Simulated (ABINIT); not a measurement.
# BAs (F-43m) in ABINIT: settings compared

Aim: see how the results for BAs move with the level of theory and the settings. Levels: PBEsol, revPBE, PBE. Tasks: band structure, equation of state, phonons at a zone-boundary q.

All numbers are computed with ABINIT 10.8.3 (patched build); they aren't measurements. Logs are shortened: lines on timing, memory, paths and dates and some standing lists are left out, and cuts for length are marked. The log counts tension as positive stress, the text compression.

**The experiment to reproduce.**

“Basic Physical Properties of Cubic Boron Arsenide”, 2019, arxiv:1911.11281 quotes, for a bulk crystal of BAs: bulk modulus 148 GPa.

The results are compared with them further down.

## Step 1: The structure

It takes space group F-43m (No. 216, cubic). Conventional cell: a = 4.777 Å, b = 4.777 Å, c = 4.777 Å, α = 90.00°, β = 90.00°, γ = 90.00°. Around As (site symmetry -43m) lie 4 B at 2.07 Å. Around B (site symmetry -43m) lie 4 As at 2.07 Å.

## Step 2: Band structure, PBEsol, spin-orbit coupling, no magnetisation

Contents of run.abi:

```
ndtset 2

pp_dirpath "./"
pseudos "As.GGA_PBE-JTH_sp.xml, B.GGA_PBE-JTH.xml"

acell 3*1.0
rprim
     0.0000000000     4.5136108487     4.5136108487
     4.5136108487     0.0000000000     4.5136108487
     4.5136108487     4.5136108487     0.0000000000
ntypat 2
znucl 33 5
natom 2
typat 1 2
xred
     0.7500000000     0.7500000000     0.7500000000
     0.0000000000     0.0000000000     0.0000000000

ecut 15.0
pawecutdg 30.0

ixc -116133

occopt 3
tsmear 0.05 eV

nspinor 2
nspden 1
pawspnorb 1

nstep 100

iomode 3
prtwf 0
prteig 0
prtebands 0
enunit 1
prtden1 1

kptopt1 4
ngkpt1 10 10 10
nshiftk1 1
shiftk1 0.0 0.0 0.0
nband1 16
tolvrs1 1.0e-9

iscf2 -2
getden2 1
nband2 24
nbdbuf2 2
tolwfr2 1.0e-12
kptopt2 -9
ndivsm2 5
prteig2 1
kptbounds2
     0.0000000000     0.0000000000     0.0000000000
     0.5000000000     0.0000000000     0.5000000000
     0.5000000000     0.2500000000     0.7500000000
     0.3750000000     0.3750000000     0.7500000000
     0.0000000000     0.0000000000     0.0000000000
     0.5000000000     0.5000000000     0.5000000000
     0.6250000000     0.2500000000     0.6250000000
     0.5000000000     0.2500000000     0.7500000000
     0.5000000000     0.5000000000     0.5000000000
     0.3750000000     0.3750000000     0.7500000000
```

Potentials or basis: JTH PAW PBE v2.0 sp.

Run with:

```console
$ abinit run.abi > log 2>&1
```

run.abo:

```text
.Version 10.8.3 of ABINIT
 DATASET    1 : space group F2 3 (#196); Bravais cF (face-center cubic)
================================================================================
 Values of the parameters that define the memory need for DATASET  1.
     intxc =       0    ionmov =       0      iscf =      17    lmnmax =       8
     lnmax =       4     mgfft =      24  mpssoang =       2    mqgrid =    3001
     natom =       2  nloc_mem =       2    nspden =       1   nspinor =       2
    nsppol =       1      nsym =      12    n1xccc =       1    ntypat =       2
    occopt =       3   xclevel =       2
       mpw =         532          nfft =       13824          nkpt =          95
 PAW method is used; the additional fine FFT grid is defined by:
   mgfftf=        32    nfftf =     32768
================================================================================
================================================================================

 DATASET    2 : space group F2 3 (#196); Bravais cF (face-center cubic)
================================================================================
 Values of the parameters that define the memory need for DATASET  2.
     intxc =       0    ionmov =       0      iscf =      -2    lmnmax =       8
     lnmax =       4     mgfft =      24  mpssoang =       2    mqgrid =    3001
     natom =       2  nloc_mem =       2    nspden =       1   nspinor =       2
    nsppol =       1      nsym =      12    n1xccc =       1    ntypat =       2
    occopt =       3   xclevel =       2
       mpw =         532          nfft =       13824          nkpt =          87
 PAW method is used; the additional fine FFT grid is defined by:
   mgfftf=        32    nfftf =     32768
================================================================================
================================================================================

--------------------------------------------------------------------------------
------------- Echo of variables that govern the present computation ------------
--------------------------------------------------------------------------------
 -outvars: echo values of preprocessed input variables --------
            acell      1.0000000000E+00  1.0000000000E+00  1.0000000000E+00 Bohr
              amu      7.49215900E+01  1.08110000E+01
             ecut      1.50000000E+01 Hartree
           enunit           1
           getden1          0
           getden2          1
             iscf1         17
             iscf2         -2
                       outvar_i_n : Printing only first  50 k-points.
              ixc     -116133
           jdtset        1    2
                       outvar_i_n : Printing only first  50 k-points.
           kptopt1          4
           kptopt2         -9
         kptrlatt       10    0    0      0   10    0      0    0   10
          kptrlen1     6.38320968E+01
          kptrlen2     3.00000000E+01
            natom           2
            nband1         16
            nband2         24
           nbdbuf1          0
           nbdbuf2          2
           ndtset           2
           ndivsm1          0
           ndivsm2          5
            ngfft          24      24      24
          ngfftdg          32      32      32
             nkpt1         95
             nkpt2         87
          nspinor           2
            nstep         100
             nsym          12
           ntypat           2
                       prtocc : prtvol=0, do not print more k-points.
           occopt           3
        pawcpxocc           2
        pawecutdg      3.00000000E+01 Hartree
[... 256 lines left out ...]

================================================================================
 Non-SCF case, kpt    1 (  0.00000  0.00000  0.00000), residuals and eigenvalues=
  1.88E-13  5.16E-13  5.65E-14  1.77E-13  3.05E-13  4.74E-13  2.22E-13  6.03E-13
  2.17E-13  2.81E-13  4.54E-13  5.98E-13  2.81E-13  5.10E-13  6.79E-13  8.74E-13
  3.44E-13  4.23E-13  1.90E-13  5.38E-13  7.90E-13  7.92E-13  3.93E-06  8.76E-06
 -4.7373E-01 -4.7373E-01  8.8141E-02  8.8141E-02  9.6061E-02  9.6061E-02
  9.6061E-02  9.6061E-02  2.0876E-01  2.0876E-01  2.1666E-01  2.1666E-01
  2.1666E-01  2.1666E-01  2.6827E-01  2.6827E-01  4.4241E-01  4.4241E-01
  5.8750E-01  5.8750E-01  5.8750E-01  5.8750E-01  6.2950E-01  6.2987E-01
 Non-SCF case, kpt    2 (  0.03571  0.00000  0.03571), residuals and eigenvalues=
  4.06E-13  6.13E-13  1.44E-13  1.68E-13  5.50E-13  4.20E-13  8.62E-13  6.43E-13
  3.25E-13  3.20E-13  3.66E-13  2.29E-13  2.98E-13  9.92E-13  6.80E-13  5.44E-13
[... 671 lines left out ...]
  2.54E-13  7.37E-13  2.30E-13  3.99E-13  2.65E-13  4.29E-13  2.60E-13  3.67E-13
  2.87E-13  9.52E-13  7.45E-13  6.55E-13  2.70E-13  3.95E-13  1.03E-10  5.09E-10
 -3.2576E-01 -3.2572E-01 -2.0456E-01 -2.0210E-01 -1.2976E-01 -1.2617E-01
 -2.9511E-02 -2.9449E-02  1.7121E-01  1.7165E-01  3.2219E-01  3.2320E-01
  4.1854E-01  4.1904E-01  4.3441E-01  4.3685E-01  4.8194E-01  4.8343E-01
  5.8682E-01  5.8688E-01  7.0861E-01  7.1606E-01  7.9474E-01  7.9616E-01
 Non-SCF case, kpt   87 (  0.37500  0.37500  0.75000), residuals and eigenvalues=
  3.06E-13  1.88E-13  3.41E-13  1.47E-13  5.53E-13  3.04E-13  2.10E-13  2.75E-13
  6.47E-14  8.26E-14  3.01E-13  6.53E-13  2.41E-13  1.34E-13  6.73E-13  8.40E-13
  7.85E-13  9.62E-13  3.91E-13  2.70E-13  4.06E-13  6.86E-13  1.04E-09  2.73E-10
 -3.2136E-01 -3.2134E-01 -2.0721E-01 -2.0481E-01 -1.2922E-01 -1.2569E-01
 -3.4971E-02 -3.4904E-02  1.6536E-01  1.6576E-01  2.9733E-01  2.9852E-01
  4.3543E-01  4.3595E-01  4.5308E-01  4.5597E-01  4.8678E-01  4.8753E-01
  5.9966E-01  5.9972E-01  7.0906E-01  7.1689E-01  8.1469E-01  8.1681E-01

--- !ResultsGS
iteration_state: {dtset: 2, }
comment   : Summary of ground state results
lattice_vectors:
- [  0.0000000,   4.5136108,   4.5136108, ]
- [  4.5136108,   0.0000000,   4.5136108, ]
- [  4.5136108,   4.5136108,   0.0000000, ]
lattice_lengths: [   6.38321,    6.38321,    6.38321, ]
lattice_angles: [ 60.000,  60.000,  60.000, ] # degrees, (23, 13, 12)
lattice_volume:   1.8390873E+02
convergence: {deltae:  0.000E+00, res2:  0.000E+00, residm:  9.995E-13, diffor:  0.000E+00, }
etotal    :  -9.29087934E+00
entropy   :   0.00000000E+00
fermie    :   1.13736425E-01
cartesian_stress_tensor: null
pressure_GPa: null
xred      :
- [  7.5000E-01,   7.5000E-01,   7.5000E-01, As]
- [  0.0000E+00,   0.0000E+00,   0.0000E+00,  B]
cartesian_forces: null
force_length_stats: {min: null, max: null, mean: null, }
...

 Integrated electronic density in atomic spheres:
 ------------------------------------------------
 Atom  Sphere_radius  Integrated_density
    1        2.10392          2.84028066
    2        1.70617          1.76709235

================================================================================

 ----iterations are completed or convergence reached----

 Mean square residual over all n,k,spin=   40.857E-14; max=  99.953E-14
 reduced coordinates (array xred) for    2 atoms
       0.750000000000      0.750000000000      0.750000000000
       0.000000000000      0.000000000000      0.000000000000

 cartesian coordinates (angstrom) at end:
    1      3.58274999759430     3.58274999759430     3.58274999759430
    2      0.00000000000000     0.00000000000000     0.00000000000000
 length scales=  1.000000000000  1.000000000000  1.000000000000 bohr
              =  0.529177210544  0.529177210544  0.529177210544 angstroms
 Eigenvalues (   eV  ) for nkpt=  87  k points:
 kpt#   1, nband= 24, wtk=  1.00000, kpt=  0.0000  0.0000  0.0000 (reduced coord)
 -12.89089  -12.89089    2.39845    2.39845    2.61394    2.61394    2.61394    2.61394
   5.68065    5.68065    5.89564    5.89564    5.89564    5.89564    7.29998    7.29998
  12.03851   12.03851   15.98672   15.98672   15.98672   15.98672   17.12946   17.13955
 kpt#   2, nband= 24, wtk=  1.00000, kpt=  0.0357  0.0000  0.0357 (reduced coord)
 -12.86283  -12.86283    2.25801    2.25801    2.46850    2.46850    2.47434    2.47434
   5.69372    5.69372    5.96295    5.96295    6.06695    6.06695    7.44669    7.44669
  12.15598   12.15598   15.24263   15.24263   16.02003   16.02003   17.19917   17.20459
 kpt#   3, nband= 24, wtk=  1.00000, kpt=  0.0714  0.0000  0.0714 (reduced coord)
 -12.77879  -12.77879    1.89080    1.89080    2.08600    2.08600    2.12412    2.12412
   5.50969    5.50969    6.37486    6.37486    6.51233    6.51233    7.78666    7.78666
  12.49524   12.49524   14.16484   14.16484   16.11994   16.11994   17.38740   17.39198
 kpt#   4, nband= 24, wtk=  1.00000, kpt=  0.1071  0.0000  0.1071 (reduced coord)
 -12.63911  -12.63911    1.36707    1.36707    1.58817    1.58817    1.67505    1.67505
   5.24222    5.24222    6.97364    6.97364    7.11878    7.11878    8.14058    8.14058
  13.02231   13.02231   13.21310   13.21310   16.28645   16.28645   17.69887   17.70901
 kpt#   5, nband= 24, wtk=  1.00000, kpt=  0.1429  0.0000  0.1429 (reduced coord)
[... 317 lines left out ...]
   5.11740    5.13034    9.48107    9.48150   10.09142   10.09881   10.83606   10.91504
  13.49649   13.56151   15.93475   15.93688   18.55286   18.64767   20.08210   20.15547
 kpt#  85, nband= 24, wtk=  1.00000, kpt=  0.4028  0.4028  0.6944 (reduced coord)
  -9.05886   -9.05707   -5.57102   -5.51636   -3.26200   -3.17648   -0.61588   -0.61423
   4.86682    4.87952    9.37702    9.39055   10.77114   10.78787   11.11528   11.17847
  13.26736   13.32435   15.86045   15.86224   19.07327   19.24174   20.79404   20.79438
 kpt#  86, nband= 24, wtk=  1.00000, kpt=  0.3889  0.3889  0.7222 (reduced coord)
  -8.86448   -8.86333   -5.56631   -5.49938   -3.53097   -3.43337   -0.80304   -0.80135
   4.65883    4.67080    8.76733    8.79461   11.38905   11.40275   11.82091   11.88730
  13.11424   13.15485   15.96829   15.96989   19.28224   19.48499   21.62587   21.66467
 kpt#  87, nband= 24, wtk=  1.00000, kpt=  0.3750  0.3750  0.7500 (reduced coord)
  -8.74453   -8.74400   -5.63843   -5.57308   -3.51617   -3.42025   -0.95160   -0.94980
   4.49971    4.51062    8.09073    8.12309   11.84867   11.86270   12.32896   12.40760
  13.24599   13.26627   16.31754   16.31921   19.29462   19.50765   22.16882   22.22653

== END DATASET(S) ==============================================================
================================================================================

 -outvars: echo values of variables after computation  --------
            acell      1.0000000000E+00  1.0000000000E+00  1.0000000000E+00 Bohr
           etotal1    -9.2908793365E+00
            fcart1    -2.2371045988E-29  7.4570153293E-30  7.4570153293E-30
                       2.2371045988E-29 -7.4570153293E-30 -7.4570153293E-30
            rprim      0.0000000000E+00  4.5136108487E+00  4.5136108487E+00
                       4.5136108487E+00  0.0000000000E+00  4.5136108487E+00
                       4.5136108487E+00  4.5136108487E+00  0.0000000000E+00
           strten1     1.0918905360E-06  1.0918905360E-06  1.0918905360E-06
                       0.0000000000E+00  0.0000000000E+00  0.0000000000E+00
           xangst      3.5827499976E+00  3.5827499976E+00  3.5827499976E+00
                       0.0000000000E+00  0.0000000000E+00  0.0000000000E+00
             xred      7.5000000000E-01  7.5000000000E-01  7.5000000000E-01
                       0.0000000000E+00  0.0000000000E+00  0.0000000000E+00
 Calculation completed.
```

Run time: 76 s. Hardware: 1 thread of Arm Neoverse V1, shared host; peak memory 0.12 GiB.

What came out:

```yaml
Free_energy: -252.8177 eV
Pressure: 0.0 GPa
Band_gap_on_the_k_mesh: 1.02 eV, indirect (least direct gap 3.07 eV)
Band_gap_along_the_path: 1.02 eV, indirect (least direct gap 3.07 eV)
Valence_electrons_inside_the_program's_atomic_spheres: As 2.84; B 1.77
```

Levels at the corners of the path, in eV from the valence-band top:
```csv
point,band 5,band 6,band 7,band 8,band 9,band 10,band 11,band 12
Γ,0.00,0.00,0.00,0.00,3.07,3.07,3.28,3.28
X,-4.22,-4.22,-4.09,-4.09,1.25,1.25,1.28,1.28
W,-5.68,-5.54,-5.33,-5.31,5.20,5.20,5.94,5.94
K,-6.13,-6.03,-3.57,-3.56,1.89,1.90,5.48,5.51
Γ,0.00,0.00,0.00,0.00,3.07,3.07,3.28,3.28
L,-1.96,-1.96,-1.81,-1.81,2.62,2.62,4.66,4.66
U,-6.13,-6.03,-3.57,-3.56,1.89,1.90,5.48,5.51
W,-5.68,-5.54,-5.33,-5.31,5.20,5.20,5.94,5.94
L,-1.96,-1.96,-1.81,-1.81,2.62,2.62,4.66,4.66
K,-6.13,-6.03,-3.57,-3.56,1.89,1.90,5.48,5.51
```

Caveat: the PAW data sets were made with another functional, which shifts forces and pressure a little; this set keeps more shells in the core, which shifts pressures and gaps. PBEsol gaps usually lie below the measured ones, often by a third to a half.

(Part 1 of 2 ends here.)
